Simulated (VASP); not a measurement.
# Li (Im-3m) in VASP: settings compared

Aim: see how the results for Li move with the level of theory and the settings. Levels: r2SCAN, PBE. Tasks: single point.

All numbers are computed with VASP 6.6.1; they aren't measurements. Logs are shortened: lines on timing, memory, paths and dates and some standing lists are left out, and cuts for length are marked.

**1. The structure**

It takes space group Im-3m (No. 229, cubic). Conventional cell: a = 3.477 Å, b = 3.477 Å, c = 3.477 Å, α = 90.00°, β = 90.00°, γ = 90.00°. Around Li (site symmetry m-3m) lie 8 Li at 3.01 Å.

**2. Single point, r2SCAN**

POSCAR

```
Li
1.0
   -1.7383950513      1.7383950513      1.7383950513
    1.7383950513     -1.7383950513      1.7383950513
    1.7383950513      1.7383950513     -1.7383950513
Li
1
Direct
    0.0000000000      0.0000000000      0.0000000000
```

INCAR.step1

```
PREC = Accurate
ENCUT = 520
ISMEAR = -5
SIGMA = 0.05
LREAL = False
LASPH = True
NELM = 100
GGA = PE
ALGO = Normal
EDIFF = 1E-4
LWAVE = True
LCHARG = False
```

INCAR.step2

```
PREC = Accurate
ENCUT = 520
EDIFF = 1E-6
ISMEAR = 0
SIGMA = 0.05
LREAL = False
LASPH = True
NELM = 100
ALGO = Normal
ISIF = 2
LWAVE = False
LCHARG = False
METAGGA = R2SCAN
LMIXTAU = True
LORBIT = 11
ISTART = 1
```

KPOINTS

```
Automatic mesh
0
Gamma
  18 18 18
```

Potentials or basis: VASP PAW PBE potentials, release 64 (Li_sv).

Command:

```sh
$ cat potpaw_PBE.64/Li_sv/POTCAR > POTCAR
$ cp INCAR.step1 INCAR
$ mpirun -np 1 vasp_std > vasp.out
$ cp INCAR.step2 INCAR
$ mpirun -np 1 vasp_std > vasp.out
```

OUTCAR:

```text
PREC = Accurate
   ENCUT = 520
   EDIFF = 1E-6
   ISMEAR = 0
   LREAL = False
   LASPH = True
   NELM = 100
   ISIF = 2
   METAGGA = R2SCAN
   LORBIT = 11
   ISTART = 1

 ion  position               nearest neighbor table
   1  0.000  0.000  0.000-

  LATTYP: Found a body centered cubic cell.
 ALAT       =     3.4767901026

  Lattice vectors:

 A1 = (  -1.7383950513,   1.7383950513,   1.7383950513)
 A2 = (   1.7383950513,  -1.7383950513,   1.7383950513)
 A3 = (   1.7383950513,   1.7383950513,  -1.7383950513)

Analysis of symmetry for initial positions (statically):
=====================================================================
 Subroutine PRICEL returns:
 Original cell was already a primitive cell.

 Routine SETGRP: Setting up the symmetry group for a
 body centered cubic supercell.

 Subroutine GETGRP returns: Found 48 space group operations
 (whereof 48 operations were pure point group operations)
 out of a pool of 48 trial point group operations.

The static configuration has the point symmetry O_h .

Analysis of symmetry for dynamics (positions and initial velocities):
=====================================================================
 Subroutine PRICEL returns:
 Original cell was already a primitive cell.

 Routine SETGRP: Setting up the symmetry group for a
 body centered cubic supercell.

 Subroutine GETGRP returns: Found 48 space group operations
 (whereof 48 operations were pure point group operations)
 out of a pool of 48 trial point group operations.

The dynamic configuration has the point symmetry O_h .

 Subroutine INISYM returns: Found 48 space group operations
 (whereof 48 operations are pure point group operations),
 and found     1 'primitive' translations

----------------------------------------------------------------------------------------

                                     Primitive cell

  volume of cell :      21.0138

  direct lattice vectors                    reciprocal lattice vectors
    -1.738395051  1.738395051  1.738395051     0.000000000  0.287621620  0.287621620
     1.738395051 -1.738395051  1.738395051     0.287621620  0.000000000  0.287621620
     1.738395051  1.738395051 -1.738395051     0.287621620  0.287621620  0.000000000

  length of vectors
     3.010988552  3.010988552  3.010988552     0.406758395  0.406758395  0.406758395

[... 77 lines left out ...]
   NELM   =    100;   NELMIN=  2; NELMDL=  0     # of ELM steps
   EDIFF  = 0.1E-05   stopping-criterion for ELM
   LREAL  =      F    real-space projection
   EDIFFG = 0.1E-04   stopping-criterion for IOM
   NSW    =      0    number of steps for IOM
   IBRION =     -1    ionic relax: 0-MD 1-quasi-New 2-CG
   NFREE  =      0    steps in history (QN), initial steepest desc. (CG)
   ISIF   =      2    stress and relaxation
   ISYM   =      2    0-nonsym 1-usesym 2-fastsym
   POTIM  = 0.5000    time-step for ionic-motion
   TEBEG  =    0.0;   TEEND  =   0.0 temperature during run
   PSTRESS=    0.0 pullay stress
   NELECT =       3.0000    total number of electrons
   NUPDOWN=      -1.0000    fix difference up-down
   EMIN   =  10.00;   EMAX   =-10.00  energy-range for DOS
   EFERMI =   0.00;   METHOD = LEGACY
   ISMEAR =     0;   SIGMA  =   0.05  broadening in eV -4-tet -1-fermi 0-gaus
   EFERMI_NEDOS =   21; number of points for ismear=-14 and -15
   IALGO  =     38    algorithm
   IMIX   =      4    mixing-type and parameters
     AMIX     =   0.40;   BMIX     =  1.00
     AMIX_MAG =   1.60;   BMIX_MAG =  1.00
  volume/ion in A,a.u.               =      21.01       141.81
  Fermi-wavevector in a.u.,A,eV,Ry     =   0.855618  1.616884  9.960592  0.732083
  Thomas-Fermi vector in A             =   1.972395
   LORBIT       =     11    0 simple, 1 ext, 2 COOP (PROOUT), +10 PAW based schemes
   METAGGA = R2SCAN    functional components
   LHFCALC =     F    Hartree Fock is set to
   AEXX    =    0.0000 exact exchange contribution
   IVDW    =     0    specifies the selected vdW correction
   LEPSILON=     F    determine dielectric tensor
   LRPA    =     F    only Hartree local field effects (RPA)
 non-spin polarized calculation
 Gauss-broadening in eV      SIGMA  =   0.05
  energy-cutoff  :      520.00
  volume of cell :       21.01
 maximum number of plane-waves:       586
   NGX = 11   NGY = 11   NGZ = 11

 number of electron       2.9999991 magnetization

 Free energy of the ion-electron system (eV)
  ---------------------------------------------------
  ext. energy  EPLUGINS =         0.00000000
  ---------------------------------------------------
  free energy    TOTEN  =        -2.38207368 eV

  energy without entropy =       -2.38144922  energy(sigma->0) =       -2.38176145

 E-fermi :   0.5509     XC(G=0):  -7.3539

 val. band max:        0.5285743380   @ k =  -0.4444   0.4444   0.0556
 cond. band min:       0.5762551153   @ k =   0.3333   0.1667   0.0000
 fundamental gap:      0.0476807773
 Fermi energy:         0.5509465285

 k-point     1 :       0.0000    0.0000    0.0000
  band No.  band energies     occupation
      1     -47.6144      2.00000
      2      -3.2704      2.00000
      3      16.4649      0.00000
      4      16.4664      0.00000
      5      16.4664      0.00000
[... 177 lines left out ...]
 k-point    24 :       0.3889    0.1111    0.0000
  band No.  band energies     occupation
      1     -47.5966      2.00000
      2       0.6772      0.00035
      3       4.5167      0.00000
      4      10.3614      0.00000
      5      12.3074      0.00000

 [... further k-points ...]

------------------------ aborting loop because EDIFF is reached ----------------------------------------

  FORCE on cell =-STRESS in cart. coord.  units (eV):
  Direction    XX          YY          ZZ          XY          YZ          ZX
  --------------------------------------------------------------------------------------
  -------------------------------------------------------------------------------------
  Total       -0.0299365     -0.0299365     -0.0299365     -0.0000000     -0.0000000      0.0000000
  in kB       -2.2824788     -2.2824788     -2.2824788     -0.0000000     -0.0000000      0.0000000
  external PRESSURE =      -2.2824788 kB  Pullay stress =       0.0000000 kB

 VOLUME and BASIS-vectors are now :
 -----------------------------------------------------------------------------
  energy-cutoff  :      520.00
  volume of cell :       21.01
      direct lattice vectors                 reciprocal lattice vectors
    -1.738395051  1.738395051  1.738395051     0.000000000  0.287621620  0.287621620
     1.738395051 -1.738395051  1.738395051     0.287621620  0.000000000  0.287621620
     1.738395051  1.738395051 -1.738395051     0.287621620  0.287621620  0.000000000

 POSITION                                       TOTAL-FORCE (eV/Angst)
 -----------------------------------------------------------------------------------
      0.00000      0.00000      0.00000        -0.000000      0.000000     -0.000000
 -----------------------------------------------------------------------------------
    total drift:                                0.000000      0.000000     -0.000000

  FREE ENERGIE OF THE ION-ELECTRON SYSTEM (eV)
  ---------------------------------------------------
  free  energy   TOTEN  =        -2.3820736806 eV

  energy  without entropy=       -2.3814492191  energy(sigma->0) =       -2.38176145

 total charge

# of ion       s       p       d       tot
------------------------------------------
    1        2.029   0.015   0.000   2.044
```

OSZICAR.step1:

```text
N       E                     dE             d eps       ncg     rms          rms(c)
DAV:   1     0.563103841122E+00    0.56310E+00   -0.71037E+02  1970   0.410E+02
DAV:   2    -0.176929032862E+01   -0.23324E+01   -0.22882E+01  2690   0.614E+01
DAV:   3    -0.190258180270E+01   -0.13329E+00   -0.13285E+00  2540   0.910E+00
DAV:   4    -0.190520161478E+01   -0.26198E-02   -0.26197E-02  2510   0.132E+00
DAV:   5    -0.190524521359E+01   -0.43599E-04   -0.43599E-04  2400   0.121E-01    0.232E-01
DAV:   6    -0.190411187152E+01    0.11333E-02   -0.28045E-04  3135   0.109E-01    0.132E-01
DAV:   7    -0.190356298177E+01    0.54889E-03   -0.71227E-04  3525   0.168E-01    0.283E-02
DAV:   8    -0.190356266228E+01    0.31949E-06   -0.91257E-06  1070   0.383E-02
   1 F= -.19035627E+01 E0= -.19035627E+01  d E =0.000000E+00
```

Wall time 52 s (1 thread of Intel Xeon Platinum 8488C (Sapphire Rapids), shared host); peak memory 0.14 GiB.

What came out:

- Free energy: -2.3821 eV
- Band gap on the k mesh: none (metal or under the smearing width)
- Valence electrons inside the program's atomic spheres: Li 2.04

Caveat: the cutoff is under 1.25 times the usual one of these potentials, so pressure, stress and relaxed cells hold a basis-set (Pulay) error; the PAW data sets were made with another functional, which shifts forces and pressure a little.

**3. Single point, PBE**

This run uses another cell than the first one, of 21.25 Å³/atom, 1.011 times its volume.

INCAR

```
  PREC = Accurate
  ENCUT = 520
  EDIFF = 1E-6
  ISMEAR = 0
  SIGMA = 0.05
  LREAL = F
  LASPH = T
  NELM = 100
  ALGO = Normal
  ISIF = 2
  LWAVE = F
  LCHARG = F
  GGA = PE
  NBANDS = 8
```

KPOINTS

```
regular mesh
0
Gamma
  8 8 8
```

POSCAR

```
Li
1.0
   -1.7450000000      1.7450000000      1.7450000000
    1.7450000000     -1.7450000000      1.7450000000
    1.7450000000      1.7450000000     -1.7450000000
Li
1
Direct
    0.0000000000      0.0000000000      0.0000000000
```

Potentials or basis: VASP PAW PBE potentials, release 64 (Li_sv).

Command:

```sh
$ cat potpaw_PBE.64/Li_sv/POTCAR > POTCAR
$ mpirun -np 1 vasp_std > vasp.out
```

OUTCAR:

```text
PREC = Accurate
   ENCUT = 520
   EDIFF = 1E-6
   ISMEAR = 0
   LREAL = F
   LASPH = T
   NELM = 100
   ISIF = 2
   GGA = PE

 ion  position               nearest neighbor table
   1  0.000  0.000  0.000-

  LATTYP: Found a body centered cubic cell.
 ALAT       =     3.4900000000

  Lattice vectors:

 A1 = (  -1.7450000000,   1.7450000000,   1.7450000000)
 A2 = (   1.7450000000,  -1.7450000000,   1.7450000000)
 A3 = (   1.7450000000,   1.7450000000,  -1.7450000000)

Analysis of symmetry for initial positions (statically):
=====================================================================
 Subroutine PRICEL returns:
 Original cell was already a primitive cell.

 Routine SETGRP: Setting up the symmetry group for a
 body centered cubic supercell.

 Subroutine GETGRP returns: Found 48 space group operations
 (whereof 48 operations were pure point group operations)
 out of a pool of 48 trial point group operations.

The static configuration has the point symmetry O_h .

Analysis of symmetry for dynamics (positions and initial velocities):
[... 161 lines left out ...]
 val. band max:        0.4631360217   @ k =   0.2500   0.2500   0.0000
 cond. band min:       0.5927896202   @ k =   0.3750   0.1250   0.0000
 fundamental gap:      0.1296535985
 Fermi energy:         0.5558442171

 k-point     1 :       0.0000    0.0000    0.0000
  band No.  band energies     occupation
      1     -46.1156      2.00000
      2      -3.0026      2.00000
      3      14.6119      0.00000
      4      14.6119      0.00000
      5      14.6119      0.00000
      6      19.2877      0.00000
      7      19.2877      0.00000
      8      19.2877      0.00000
[... 243 lines left out ...]
 k-point    24 :      -0.3750    0.3750    0.2500
  band No.  band energies     occupation
      1     -46.0959      2.00000
      2       0.8413      0.00000
      3       6.2112      0.00000
      4       7.6807      0.00000
      5      10.9994      0.00000
      6      12.9032      0.00000
      7      17.2314      0.00000
      8      20.2719      0.00000

 [... further k-points ...]

------------------------ aborting loop because EDIFF is reached ----------------------------------------

  FORCE on cell =-STRESS in cart. coord.  units (eV):
  Direction    XX          YY          ZZ          XY          YZ          ZX
  --------------------------------------------------------------------------------------
  -------------------------------------------------------------------------------------
  Total       -0.0825066     -0.0825066     -0.0825066     -0.0000000     -0.0000000     -0.0000000
  in kB       -6.2194631     -6.2194631     -6.2194631     -0.0000000     -0.0000000     -0.0000000
  external PRESSURE =      -6.2194631 kB  Pullay stress =       0.0000000 kB

 VOLUME and BASIS-vectors are now :
 -----------------------------------------------------------------------------
  energy-cutoff  :      520.00
  volume of cell :       21.25
      direct lattice vectors                 reciprocal lattice vectors
    -1.745000000  1.745000000  1.745000000     0.000000000  0.286532951  0.286532951
     1.745000000 -1.745000000  1.745000000     0.286532951  0.000000000  0.286532951
     1.745000000  1.745000000 -1.745000000     0.286532951  0.286532951  0.000000000

 POSITION                                       TOTAL-FORCE (eV/Angst)
 -----------------------------------------------------------------------------------
      0.00000      0.00000      0.00000         0.000000     -0.000000     -0.000000
 -----------------------------------------------------------------------------------
    total drift:                               -0.000000      0.000000     -0.000000

  FREE ENERGIE OF THE ION-ELECTRON SYSTEM (eV)
  ---------------------------------------------------
  free  energy   TOTEN  =        -1.8913085418 eV

  energy  without entropy=       -1.8897340918  energy(sigma->0) =       -1.89052132
```

OSZICAR:

```text
N       E                     dE             d eps       ncg     rms          rms(c)
DAV:   1     0.279992478857E+00    0.27999E+00   -0.68010E+02   464   0.253E+02
DAV:   2    -0.186292241619E+01   -0.21429E+01   -0.21332E+01   664   0.365E+01
DAV:   3    -0.189267467300E+01   -0.29752E-01   -0.29752E-01   528   0.384E+00
DAV:   4    -0.189301380678E+01   -0.33913E-03   -0.33913E-03   664   0.372E-01
DAV:   5    -0.189301557057E+01   -0.17638E-05   -0.17637E-05   544   0.222E-02    0.239E-01
DAV:   6    -0.189187990471E+01    0.11357E-02   -0.28023E-04   752   0.677E-02    0.135E-01
DAV:   7    -0.189131301766E+01    0.56689E-03   -0.66107E-04   752   0.101E-01    0.271E-02
DAV:   8    -0.189131468855E+01   -0.16709E-05   -0.69782E-06   536   0.192E-02    0.134E-03
DAV:   9    -0.189131032227E+01    0.43663E-05   -0.29305E-07   416   0.494E-03    0.349E-04
DAV:  10    -0.189130867971E+01    0.16426E-05   -0.35342E-08   280   0.175E-03    0.131E-04
DAV:  11    -0.189130854180E+01    0.13791E-06   -0.96512E-09   280   0.854E-04
   1 F= -.18913085E+01 E0= -.18905213E+01  d E =-.157445E-02
```

Wall time 3.8 s (1 thread of Intel Xeon Platinum 8488C (Sapphire Rapids), shared host); peak memory 0.12 GiB.

Results:

* Free energy: -1.8913 eV
* Band gap on the k mesh: none (metal or under the smearing width)

Caveat: the cutoff is under 1.25 times the usual one of these potentials, so pressure, stress and relaxed cells hold a basis-set (Pulay) error.

(Continued in part 2 of 2.)
